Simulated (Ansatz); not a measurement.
# Lattice dynamics of Li(110) slab, 3 layers, part 2 of 2

Aim: the vibrations of Li(110) slab, 3 layers, their spectra, and whether the structure is stable.

Ansatz 0.2.0; DFT PBE, scalar-relativistic, plane waves, PAW.

So far: The starting structure; Bringing the structure to rest.

### 3. Tight relaxation

Phonons need a cell at rest on their own settings, so the relaxation is repeated with tight tolerances on forces and stress, using the mesh and the filling of the phonon run that follows.

Input file input.yaml:

```yaml
crystal:
  lattice:
    - [1.6336514823, 2.5665738319, 0.0]
    - [-1.6336514823, 2.5665738319, 0.0]
    - [0.0, 0.0, 33.6711858045]
  atoms:
    - { symbol: Li, position: [0.0, 0.0, 0.1962555479] }
    - { symbol: Li, position: [0.5, 0.5, 0.266334695] }
    - { symbol: Li, position: [0.0, 0.0, 0.336413842] }
  periodic: [true, true, false]
kpoints:
  mp_grid: { grid: [12, 12, 1] }
hamiltonian:
  xc: pbe
scf:
  occupations: { method: methfessel_paxton, width: 0.15 }
output:
  forces: true
  stress: true
  eigenvalues: true
  write_density: true
  write_potential: true
  elf: true
  volumetric_format: npy
relax:
  adjacent_minimum: "off"
  f_tol: 0.001
  max_steps: 60
  cell: { stress_2d_tol: 0.002 }
```

The run is started by

```bash
$ ansatz run input.yaml --threads 8 --pin off --max-ram 14336MiB --backend cpu --events-out ev --progress --plain --runs-dir out
```

Numbers of over 12 decimals in the logs are rounded to 6 here.

Log:

```text
[...]
Crystal: 3 atoms, lattice volume = 282.359 Å³
Basis set: ecut = 420 eV, 5461 PW (Γ), exchange–correlation on 48×48×480 points (8 copies of the dense FFT grid, shifted against one another)
Bands: 9, of which v1, the nominal top of the filled ones, is band 5 counted from 1 (4 counted from 0)
Symmetry: 8 space group operations
[...]
k-points: 43 of 144
[...]
P = ½ c Tr σ = 0.0003 N/m
--- Band table (eV; the first three rows and the last of 43) ---
[...]
--- Relaxed structure (6 steps of the walk, 5 accepted, 1 SCFs on fresh bases) ---
[...]
cell:  # Å, volume = 282.3043 Å³
    - [1.635558, 2.563085, 0]
    - [-1.635558, 2.563085, 0]
    - [0, 0, 33.6711858045]
  atoms:
    - { symbol: Li, position: [0, 0, 0.196272] }
    - { symbol: Li, position: [0.5, 0.5, 0.266335] }
    - { symbol: Li, position: [0, 0, 0.336397] }
[key lines of the parts left out:]
SCF converged after 5 iterations
Free energy (F): -613.549119 eV
Fermi energy:    -3.350070 eV
```

Wall time 6.8 s (8 threads of Intel Xeon Platinum 8488C (Sapphire Rapids), shared host); peak memory 0.74 GiB.

Step by step:

```tsv
step	energy less that of the first step (eV)	largest force component (eV/Å)	volume (Å³)
1	0.0000	0.0002	282.36
2	0.0000	0.0000	282.33
3	0.0000	0.0024	282.21
4	0.0000	0.0021	282.52
5	0.0000	0.0003	282.29
6	0.0000	0.0000	282.30
7*	0.0000	0.0000	282.30
```

Relaxation steps marked * repeat the geometry before them on a plane-wave basis chosen anew for their cell, so energy and pressure can jump there. Relaxation step 4 was tried and not accepted.

The run keeps the 8 symmetry operations that it works with, so distortions that break them were not tested.

```tsv
cell as run	before	after	change
a (Å)	3.042	3.040	-0.1 %
b (Å)	3.042	3.040	-0.1 %
γ (°)	64.95	65.09	+0.2 %
```

The relaxed structure:

```
Li
1.0
     1.63556    2.56309    0.00000
    -1.63556    2.56309    0.00000
     0.00000    0.00000   33.67119
Li
3
Direct
  0.00000 0.00000 0.19627
  0.50000 0.50000 0.26633
  0.00000 0.00000 0.33640
```

Valence density in the ac plane at fractional y = 0.000, with atoms of Li within 0.2 Å of it. It is the smooth field of the valence electrons, not physical close to the nuclei.

Values in e/Å³, 24 rows by 16 columns, each cell a mean:
```
0.0 0.0 0.0 0.0 0.0 0.0 0.0 0.0 0.0 0.0 0.0 0.0 0.0 0.0 0.0 0.0
0.0 0.0 0.0 0.0 0.0 0.0 0.0 0.0 0.0 0.0 0.0 0.0 0.0 0.0 0.0 0.0
0.0 0.0 0.0 0.0 0.0 0.0 0.0 0.0 0.0 0.0 0.0 0.0 0.0 0.0 0.0 0.0
0.0 0.0 0.0 0.0 0.0 0.0 0.0 0.0 0.0 0.0 0.0 0.0 0.0 0.0 0.0 0.0
0.0 0.0 0.0 0.0 0.0 0.0 0.0 0.0 0.0 0.0 0.0 0.0 0.0 0.0 0.0 0.0
0.0 0.0 0.0 0.0 0.0 0.0 0.0 0.0 0.0 0.0 0.0 0.0 0.0 0.0 0.0 0.0
0.0 0.0 0.0 0.0 0.0 0.0 0.0 0.0 0.0 0.0 0.0 0.0 0.0 0.0 0.0 0.0
0.0 0.0 0.0 0.0 0.0 0.0 0.0 0.0 0.0 0.0 0.0 0.0 0.0 0.0 0.0 0.0
0.0 0.0 0.0 0.0 0.0 0.0 0.0 0.0 0.0 0.0 0.0 0.0 0.0 0.0 0.0 0.0
0.0 0.0 0.0 0.0 0.0 0.0 0.0 0.0 0.0 0.0 0.0 0.0 0.0 0.0 0.0 0.0
0.0 0.0 0.0 0.0 0.0 0.0 0.0 0.0 0.0 0.0 0.0 0.0 0.0 0.0 0.0 0.0
0.0 0.0 0.0 0.0 0.0 0.0 0.0 0.0 0.0 0.0 0.0 0.0 0.0 0.0 0.0 0.0
0.0 0.0 0.0 0.0 0.0 0.0 0.0 0.0 0.0 0.0 0.0 0.0 0.0 0.0 0.0 0.0
0.0 0.0 0.0 0.0 0.0 0.0 0.0 0.0 0.0 0.0 0.0 0.0 0.0 0.0 0.0 0.0
0.0 0.0 0.0 0.0 0.0 0.0 0.0 0.0 0.0 0.0 0.0 0.0 0.0 0.0 0.0 0.0
3.3 2.4 0.9 0.2 0.0 0.0 0.0 0.0 0.0 0.0 0.0 0.0 0.0 0.2 0.9 2.4
0.9 0.7 0.3 0.1 0.1 0.1 0.1 0.1 0.1 0.1 0.1 0.1 0.1 0.1 0.3 0.7
0.1 0.1 0.1 0.1 0.1 0.1 0.1 0.1 0.1 0.1 0.1 0.1 0.1 0.1 0.1 0.1
0.5 0.3 0.1 0.1 0.1 0.1 0.1 0.1 0.1 0.1 0.1 0.1 0.1 0.1 0.1 0.3
3.7 2.7 1.0 0.2 0.1 0.0 0.0 0.0 0.0 0.0 0.0 0.0 0.1 0.2 1.0 2.7
0.0 0.0 0.0 0.0 0.0 0.0 0.0 0.0 0.0 0.0 0.0 0.0 0.0 0.0 0.0 0.0
0.0 0.0 0.0 0.0 0.0 0.0 0.0 0.0 0.0 0.0 0.0 0.0 0.0 0.0 0.0 0.0
0.0 0.0 0.0 0.0 0.0 0.0 0.0 0.0 0.0 0.0 0.0 0.0 0.0 0.0 0.0 0.0
0.0 0.0 0.0 0.0 0.0 0.0 0.0 0.0 0.0 0.0 0.0 0.0 0.0 0.0 0.0 0.0
```
Columns run along a (3.0 Å), rows up along c (33.7 Å). Atoms in or near the plane, at fractional coordinates: Li at (0.00, 0.20), Li at (0.00, 0.34).

ELF in the ac plane at fractional y = 0.000, with atoms of Li within 0.2 Å of it. It is the smooth field of the valence electrons, not physical close to the nuclei.

Ten even steps from '_' (0.00 × 1e-1) to '@' (7.11 × 1e-1), each cell a mean:
```
________________________________
________________________________
________________________________
________________________________
________________________________
________________________________
________________________________
________________________________
________________________________
________________________________
________________________________
________________________________
________________________________
________________________________
..::::::--====++++++====--::::::
####++..__::**@@@@@@**::__..++##
++++==--==**%%@@@@@@%%**==--==++
################################
++======++**%%@@@@@@%%**++======
%%%%**..__::++@@@@@@++::__..**%%
....::::--==++++++++++==--::::..
________________________________
________________________________
________________________________
```
Columns run along a (3.0 Å), rows up along c (33.7 Å). Atoms in or near the plane, at fractional coordinates: Li at (0.00, 0.20), Li at (0.00, 0.34).

Electrostatic potential energy in the ac plane at fractional y = 0.000, with atoms of Li within 0.2 Å of it. With pseudopotentials it is smooth inside the atoms' cores, unlike the true potential.

Ten even steps from '_' (-12 eV) to '@' (0 eV), each cell a mean:
```
@@@@@@@@@@@@@@@@@@@@@@@@@@@@@@@@
@@@@@@@@@@@@@@@@@@@@@@@@@@@@@@@@
@@@@@@@@@@@@@@@@@@@@@@@@@@@@@@@@
@@@@@@@@@@@@@@@@@@@@@@@@@@@@@@@@
@@@@@@@@@@@@@@@@@@@@@@@@@@@@@@@@
@@@@@@@@@@@@@@@@@@@@@@@@@@@@@@@@
@@@@@@@@@@@@@@@@@@@@@@@@@@@@@@@@
@@@@@@@@@@@@@@@@@@@@@@@@@@@@@@@@
@@@@@@@@@@@@@@@@@@@@@@@@@@@@@@@@
@@@@@@@@@@@@@@@@@@@@@@@@@@@@@@@@
@@@@@@@@@@@@@@@@@@@@@@@@@@@@@@@@
@@@@@@@@@@@@@@@@@@@@@@@@@@@@@@@@
@@@@@@@@@@@@@@@@@@@@@@@@@@@@@@@@
@@@@@@@@@@@@@@@@@@@@@@@@@@@@@@@@
%%@@@@@@@@@@@@@@@@@@@@@@@@@@@@@@
____..::==**##%%%%%%##**==::..__
----==++##%%%%@@@@@@%%%%##++==--
%%%%%%%%%%%%%%%%%%%%%%%%%%%%%%%%
====++**##%%%%@@@@@@%%%%##**++==
______..==**##%%%%%%##**==..____
%%%%%%@@@@@@@@@@@@@@@@@@@@@@%%%%
@@@@@@@@@@@@@@@@@@@@@@@@@@@@@@@@
@@@@@@@@@@@@@@@@@@@@@@@@@@@@@@@@
@@@@@@@@@@@@@@@@@@@@@@@@@@@@@@@@
```
Columns run along a (3.0 Å; values clipped at the 3rd and 97th percentile), rows up along c (33.7 Å). Atoms in or near the plane, at fractional coordinates: Li at (0.00, 0.20), Li at (0.00, 0.34).

The largest force component left is 0.030 meV/Å, within the tolerances set.

### 4. Modes at Γ

The zone centre comes first: it holds the modes that light can see, as far as symmetry allows. No field response is asked, since the mesh shows no gap.

input.yaml, the sections that differ from step 3:

```yaml
crystal:
  lattice:
    - [1.6355579843, 2.563085382, 0.0]
    - [-1.6355579843, 2.563085382, 0.0]
    - [0.0, 0.0, 33.6711858045]
  atoms:
    - { symbol: Li, position: [0.0, 0.0, 0.1962719329] }
    - { symbol: Li, position: [0.5, 0.5, 0.266334695] }
    - { symbol: Li, position: [0.0, 0.0, 0.3363974571] }
  periodic: [true, true, false]
output:
  eigenvalues: true
phonons:
  method: dfpt
# kpoints, hamiltonian, scf: as in step 3
# relax: removed
```

Log:

```text
Warning: crystal.symmetry: narrowed to the stabiliser of the run's FFT grids — unitary ops 8 → 4. A phonons.method: dfpt run fills in the rows of the dynamical matrix that it does not solve by its symmetry operations, which is exact only for operations that map its FFT grids onto themselves: filled in by any other, the frequencies could depend on the order in which like atoms are typed, or, by more than the grids' own error, on where the crystal sits among the grids' points. Excluded: 4 operations. The run can therefore solve more perturbations, solve them on more k-points, or both, and cost more. [rest of the remark cut]
[...]
Crystal: 3 atoms, lattice volume = 282.304 Å³
Basis set: ecut = 420 eV, 5461 PW (Γ), exchange–correlation on 48×48×480 points (8 copies of the dense FFT grid, shifted against one another)
Bands: 9, of which v1, the nominal top of the filled ones, is band 5 counted from 1 (4 counted from 0)
Symmetry: 8 space group operations
k-points: 43 of 144 (irreducible under 4 space group operations)
[...]
SCF iter   1: F=—  HF=-613.549295 eV  |F-HF|=—  |Δ(HF+E_count)|=         —  Δρ=3.59e-4  dr2=1.15e-3  ethr=1.77e-3  ⟨swp⟩=8.4  Hψ=3569  notcnv=0
[...]
SCF iter   7: F=-613.549119 eV  HF=-613.549119 eV  |F-HF|=9.61e-11  |Δ(HF+E_count)|=  4.11e-10  S|Δr|=    0.00e0  Δρ=2.31e-8  dr2=3.64e-12  ethr=1.00e-12  ⟨swp⟩=7.0  Hψ=2209  notcnv=0
[...]
SCF 1 converged in 7 iterations: F = -613.549119 eV  dr2 = 3.64e-12
[...]
DFPT response loops at Γ: preconditioner auto → none (partly filled bands, converged f_vac=0.692); β = 0.50; Broyden in place of MSR1
SCF converged after 7 iterations
[...]
Free energy (F): -613.549119 eV
[...]
Internal energy: -613.551172 eV  (E = F + TS)
E sigma→0 (E₀):  -613.549632 eV
Entropy (-TS):   0.002053 eV (0.684 meV/atom)
Fermi energy:    -3.350075 eV
[...]
--- Band table (eV; the first three rows and the last of 43) ---
[...]
--- Phonons (Γ-DFPT): 9 representative perturbations + reference, on 43 of 144 k-points (Σ response iterations 30) ---
  ASR residual: 1.626e-5 → 0.000e0 eV/Å²; symmetrization residual: 4.549e-7 eV/Å²
  The last average, over the group as it would stand without the narrowing to the FFT grids, took up to 4.444e-7 eV/Å² of the zone centre's force constants
  ASR residual per site (eV/Å²): 1.11e-5 1.63e-5 8.14e-6
  Γ frequencies (cm⁻¹): -62.56 -37.59 0.00 0.00 0.00 107.69 182.48 185.43 303.93
  non-analytic LO–TO correction: not included (Born effective charges unavailable; polar crystals: no LO–TO splitting at Γ)
```

It took 8.8 s on 8 threads; peak memory 0.92 GiB.

In the SCF lines HF is the Harris–Foulkes energy and dr2 the Hartree energy of the density residual, in eV; the loop may stop once dr2 is under the threshold and the program's other checks hold. Hψ counts applications of the Hamiltonian.

This step gave:

```
sum-rule residual before enforcement                    : 1.63e-5 eV/Å²
point group                                             : mmm
highest optical mode at the zone centre (no LO-TO term) : 303.9 cm⁻¹
lowest optical zone-centre mode                         : -62.56 cm⁻¹
```

Patterns of degenerate modes are one choice out of their space. Modes at Γ (negative means imaginary):

```tsv
mode	frequency (cm⁻¹)	symmetry
1	-62.6	B2u
2	-37.6	B3g
3	0.0	acoustic
4	0.0	acoustic
5	0.0	acoustic
6	107.7	B2g
7	182.5	Ag
8	185.4	B3u
9	303.9	B1u
```

Displacements in mode 1 (-62.6 cm⁻¹), the largest set to 1:
```
Li1  0.00 -0.50  0.00
Li2  0.00  1.00  0.00
Li3  0.00 -0.50  0.00
```

Displacements in mode 9 (303.9 cm⁻¹), the largest set to 1:
```
Li1  0.00  0.00 -0.50
Li2  0.00  0.00  1.00
Li3  0.00  0.00 -0.50
```

Before it was imposed, the acoustic sum rule was missed by 1.6e-5 eV/Å². Small misses are needed for a sound result but don't prove that mesh and cutoff are converged. The lowest optical mode is imaginary, 62.6i cm⁻¹, so the energy falls along it.

### 5. Response at finite wavevector

Stability and thermal properties need the whole zone. Linear response on a 4×4×1 q mesh gives force constants as far as a supercell of that size would.

input.yaml: that of step 4 with these lines changed.

```diff
@@ -20 +20,6 @@
   method: dfpt
+  qmesh: [4, 4, 1]
+  temperatures: { t_max: 1000, t_step: 50 }
+  qpath:
+    path: [[0.0, 0.0, 0.0], [0.5, 0.5, 0.0], [0.64820047, 0.35179953, 0.0]]
+    npoints: 10
```

Log:

```text
[...]
Crystal: 3 atoms, lattice volume = 282.304 Å³
Basis set: ecut = 420 eV, 5461 PW (Γ), exchange–correlation on 48×48×480 points (8 copies of the dense FFT grid, shifted against one another)
Bands: 9, of which v1, the nominal top of the filled ones, is band 5 counted from 1 (4 counted from 0)
Symmetry: 8 space group operations
k-points: 43 of 144 (irreducible under 4 space group operations)
[...]
SCF iter   1: F=—  HF=-613.549295 eV  |F-HF|=—  |Δ(HF+E_count)|=         —  Δρ=3.59e-4  dr2=1.15e-3  ethr=1.77e-3  ⟨swp⟩=8.4  Hψ=3569  notcnv=0
[...]
SCF iter   7: F=-613.549119 eV  HF=-613.549119 eV  |F-HF|=9.61e-11  |Δ(HF+E_count)|=  4.11e-10  S|Δr|=    0.00e0  Δρ=2.31e-8  dr2=3.64e-12  ethr=1.00e-12  ⟨swp⟩=7.0  Hψ=2209  notcnv=0
[...]
SCF 1 converged in 7 iterations: F = -613.549119 eV  dr2 = 3.64e-12
[...]
phonons: the bands overlap, so this run is a metal and interpolates without the dipole-dipole term. If the crystal is really an insulator or semiconductor, its LO-TO splitting is missing
NSCF: frozen V_eff on 43 k-points
WARN: eigensolver did not converge in 4 slots of this pass, the one above among them; of largest residual over every band (k=34): 1 band(s) unlocked (lowest unlocked band 8, counted from 0; max residual 9.27e-6 eV among the unlocked bands, 9.27e-6 eV over every band); of lowest unlocked band (k=4): band 8
[...]
DFPT response loops at q = (0, 0, 0) (fractional): preconditioner auto → none (partly filled bands, converged f_vac=0.692); β = 0.50; Broyden in place of MSR1
[...]
SCF converged after 7 iterations
[...]
Free energy (F): -613.549119 eV
[...]
Internal energy: -613.551172 eV  (E = F + TS)
E sigma→0 (E₀):  -613.549632 eV
Entropy (-TS):   0.002053 eV (0.684 meV/atom)
Fermi energy:    -3.350075 eV
[...]
--- Band table (eV; the first three rows and the last of 43) ---
[...]
--- Phonons (Γ-DFPT): 9 representative perturbations + reference (Σ response iterations 30) ---
  ASR residual: 1.682e-5 → 0.000e0 eV/Å²; symmetrization residual: 2.941e-7 eV/Å²
[...]
ASR residual per site (eV/Å²): 1.06e-5 1.68e-5 8.57e-6
  Γ frequencies (cm⁻¹): -62.56 -37.59 0.00 0.00 0.00 107.69 182.48 185.43 303.93
--- Phonons (arbitrary-q DFPT): 7 irreducible q on the 4×4×1 mesh ---
  q = [0.0000, 0.0000, 0.0000] (star 1, of the zone-centre solve; hermiticity 3.74e-7, symmetrization 8.62e-14, taken by the last average 2.84e-7): -62.56 -37.59 -0.00 0.00 0.00 107.69 182.48 185.43 303.93
  q = [0.0000, 0.2500, 0.0000] (star 4, 9 solved perturbations on 144 of 144 k-point pairs: no pair is spared here; hermiticity 6.10e-7, symmetrization 1.79e-9, taken by the last average 5.83e-6): 64.27 71.13 115.42 123.07 152.55 201.55 226.65 270.21 300.21
[...]
sum rule: each row above includes the acoustic sum rule's correction from the zone centre's row sums; it moved no ω² by more than (0.81 cm⁻¹)²
  mesh force constants: q→R imaginary residual 2.82e-18; ASR residual 1.682e-5 → 0.000e0 eV/Å²; symmetrization residual 8.882e-16 eV/Å²
  interpolated dispersion: 21 rows × 9 modes
  density of states and harmonic sums: on the 24×24×1 q-mesh, interpolated from the force constants of a 4×4×1 supercell (no non-analytic term)
  largest difference from the sums on the solved wave vectors: F 6.45e-2 eV, S 8.49e-5 and C_V 2.05e-5 eV/K
  zero-point energy: 0.112468 eV/cell   skipped modes (ω ≤ 0): 50, of them read as no rigid motion or as one in doubt: 47 (2.587e-1 modes/cell left out, lowest -62.56 cm⁻¹)   left out of the sums: 2.93e-2 of the cell's modes: C_V's classical limit lies that fraction below 3 k_B per atom; for a crystal, a wire or a layer, F and S can be off by more, and a phonons.interpolated_qmesh denser along its periods is the remedy for the sampling
```

Wall time 99 s (8 threads); peak memory 1.3 GiB; 12 min of CPU time.

Numbers from this step:

| Property | Result |
| --- | --- |
| sum-rule residual before enforcement | 1.68e-5 eV/Å² |
| lowest frequency on the path | -62.56 cm⁻¹ |
| highest frequency on the path or at a solved wavevector | 325.2 cm⁻¹ |
| lowest mode on the q mesh (acoustic modes at Γ apart) | -62.56 cm⁻¹ |

Frequencies (cm⁻¹) solved at each irreducible wavevector; negative means imaginary. Frequencies by wavevector, by row:

```tsv
q in reciprocal lattice units	star	mode 1	mode 2	mode 3	mode 4	mode 5	mode 6	mode 7	mode 8	mode 9
0 0 0	1	-62.6	-37.6	0	0	0	107.7	182.5	185.4	303.9
0 0.25 0	4	64.3	71.1	115.4	123.1	152.6	201.6	226.7	270.2	300.2
0 -0.5 0	2	93.3	118.5	150.8	189.2	203.6	240.8	297.7	315.8	320.6
0.25 0.25 0	2	-46.7	130.2	173.5	178.6	199.3	218.1	233.1	248.8	309.8
0.25 -0.5 0	4	107.8	122	217.8	229.8	247.8	287	292.7	305.5	315.4
0.25 -0.25 0	2	115.8	174.8	214.6	214.7	242.1	243.3	252	306.4	308.2
-0.5 -0.5 0	1	-44	176.4	184.6	229.4	295.9	302.9	312.8	319.6	325.2
```

Interpolated from a 4×4×1 q mesh. Phonon branches along the path, in cm⁻¹:

```tsv
point	branch 1	branch 2	branch 3	branch 4	branch 5	branch 6	branch 7	branch 8	branch 9
Γ	-63	-38	0	0	0	108	182	185	304
halfway	-47	130	174	179	199	218	233	249	310
Y	-44	176	185	229	296	303	313	320	325
halfway	50	147	227	240	293	295	311	318	321
C0	118	136	236	263	270	297	297	303	322
```

The phonon branches as a text plot (rows in cm⁻¹; labels by their first letter):

```
    317 |                 ***************************************
    301 |*****************            ***************************
    285 |                         ********               *****
    269 |                     ********                        ***
    252 |                 ********                         *****
    236 |             ************           ********************
    220 |          ***    ****        *******        ****
    204 |      ****   ********    ****            ***
    188 |*****************    ****        ********
    172 |             ******************************
    156 |          *******    ****                  ***
    139 |          ***                                 ******   *
    123 |      ****       ****                               ****
    107 |*****************                                   *
     91 |      *******                                     **
     75 |                                                **
     59 |  ********
     42 |  ****                                        **
     26 |  ****                                      **
     10 |
     -6 |**
    -22 |  ********                                 *
    -38 |**        *******                **********
    -55 |******           ****************
         Γ                                     Y                C
```

Tetrahedra on a 24×24×1 mesh, mean over bins of 5 cm-1. Interpolated from a 4×4×1 q mesh. Table of phonon density of states by wavenumber; read off at these points:

```tsv
wavenumber (cm⁻¹)	phonon density of states (1/cm⁻¹/cell)
-62	1.0e-4
-48	0.00538
-38	0.00612
-22	0.00582
-8	0.00288
2	0.00317
18	0.00384
32	0.00628
48	0.00773
58	0.00885
72	0.0108
88	0.0144
98	0.0274
112	0.0399
128	0.0267
138	0.0252
152	0.0284
168	0.0280
178	0.0395
182	0.0400
192	0.0336
208	0.0295
218	0.0275
232	0.0308
242	0.0378
248	0.0301
262	0.0272
272	0.0254
288	0.0343
302	0.0771
312	0.0645
328	4.0e-5
```

Symmetry leaves 7 wavevectors to solve. The lowest mode among them, the acoustic zeros apart, lies at Γ and is imaginary, 62.6i cm⁻¹, so the energy falls along it.

### 6. Outcome

| Quantity | Value |
| --- | --- |
| space group after relaxation (within 0.01 Å) | Cmmm |
| area per atom | 2.79 Å² |
| electronic character | no gap on this mesh |
| highest optical mode at the zone centre (no LO-TO term) | 304 cm⁻¹ |
| lowest optical zone-centre mode | -62.6 cm⁻¹ |
| lowest mode on the q mesh (acoustic modes at Γ apart) | -62.6 cm⁻¹ |
| highest frequency on the path or at a solved wavevector | 325 cm⁻¹ |
| imaginary modes on the 4×4×1 q mesh | yes |

**Reading.** Modes are clearly imaginary (beyond 10i cm⁻¹) at 3 of the 7 irreducible wavevectors, most at Γ (62.6i cm⁻¹), so this structure is not a minimum of the energy. The optical modes at Γ span -63 to 304 cm⁻¹ (negative means imaginary). With no gap, or one that is small against the smearing, the frequencies hang on the k mesh and the smearing, most of all near Kohn anomalies. In a sheet or slab the interpolated bending branch near Γ is rough, since the rotational sum rule isn't imposed. A phonon run warned that its eigensolver left some bands unconverged in a pass. The starting cell was built on a prototype and not taken from a measurement. These are harmonic frequencies at zero temperature: anharmonic shifts, linewidths and thermal expansion are left out.

[Logs are printed without paths, hosts, clocks, repeated set-up lines and the standing remarks that a program may print on its own settings, such as how far it seeks lower states.]

[Hosts, paths, dates, database ids (printed as entryN), source tags and the programs' standing remarks are cut or masked in the printed files.]
